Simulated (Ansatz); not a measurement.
**KTaO3: enthalpy against pressure**

KTaO3, Pm-3m, a = 3.986 Å. The structure is a Materials Project entry; whether it is the stable form wasn't checked. Ansatz: PBEsol, PAW, 420 eV, Γ-centred 8×8×8 mesh on 5 atoms, Gaussian smearing 0.02 eV; no spin polarisation. Cell and atoms are relaxed at each pressure, and no other structure is tried, so the rows at high pressure may lie past a change of phase. y is the enthalpy over the state at zero pressure; there V0 = 12.662 Å³/atom. The pressures are the targets, met within 0.08 GPa.

| P (GPa) | y (eV/atom) |
| --- | --- |
| -2.0 | -0.1588 |
| 0.0 | 0.0000 |
| 2.0 | 0.1573 |
| 5.0 | 0.3904 |
| 10.0 | ? |
| 20.0 | 1.5135 |
| 40.0 | 2.9235 |

**Question.** Fit y = c1 P + c2 P² + c3 P³ to the other rows, say what c1 and c2 mean, and predict the missing value.

**Answer.** Least squares on the rows shown. y = 0.078993 P − 0.00018418 P² + 9.1374×10⁻⁷ P³. Since dH/dP = V, c1 is V0: 0.078993 eV/GPa × 160.2 = 12.655 Å³ against 12.662; c2 = −V0/(2B0) gives B0 = 214 GPa, where a Birch–Murnaghan fit to the volumes of the same runs (not shown) gives 202 GPa: a cubic over this range folds the higher terms into c2. At P = 10.0 the fit asked for gives 0.7724 eV/atom. The run gave 0.7722 eV/atom, so the fit is 0.0002 eV/atom too high, a small miss on the scale of the series.

Spin–orbit coupling is left out, which can shift energies with elements as heavy as these.

Symmetry holds off the tilts and polar distortions that many cubic perovskites undergo.